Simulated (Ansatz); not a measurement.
An element in the bcc structure gives these cold pressures by all-electron LAPW under PBE (Ansatz 0.2.0, scalar-relativistic, no spin polarisation).

```csv
V (Å³/atom),P (GPa)
42.17,-0.01
37.11,2.48
32.89,5.91
28.68,11.59
24.46,21.0
21.09,32.7
18.13,48.9
```

Task: Which element is it?

Result: Ca. Its zero-pressure volume in this structure is near 42.2 Å³/atom; the volume and the steepness of P(V) together point to it, though neighbours can come close. Neighbours weren't tried against these numbers.
